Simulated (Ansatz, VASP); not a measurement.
## One calculation of RbCl, two programs

```
Rb Cl
1.0
     4.65787    0.00000    0.00000
     0.00000    4.65787    0.00000
     0.00000    0.00000   23.58722
Rb Cl
3 3
Cartesian
  2.3289 2.3289 8.5000
  0.0000 0.0000 11.7936
  2.3289 2.3289 15.0872
  0.0000 0.0000 8.5000
  2.3289 2.3289 11.7936
  0.0000 0.0000 15.0872
```

Alike in both runs: functional PBE; dispersion D3(BJ); k mesh 6 × 6 × 1; occupations gaussian, width 0.05 eV; no spin polarisation.

Ansatz relaxed the structure, and its values are those at the end. VASP's run is a single point on that final structure, the one shown.

```csv
,VASP,Ansatz
version,VASP 6.6.1,Ansatz 0.2.0
potentials or method,"VASP PAW PBE potentials, release 64 (Rb_sv, Cl)","scalar-relativistic, plane waves, PAW"
plane-wave cutoff (eV),520,420
valence electrons in the cell,48,48
```

```csv
,VASP,Ansatz,Ansatz less VASP
gap on the k mesh at the Fermi level (eV),4.77,4.77,+0.002
least direct gap on the mesh (eV),4.77,4.77,+0.002
rms of the force components (eV/Å),0.011,0.011,-0.0002
```

Ansatz warned: «xc_potential_rough_in_thin_density».
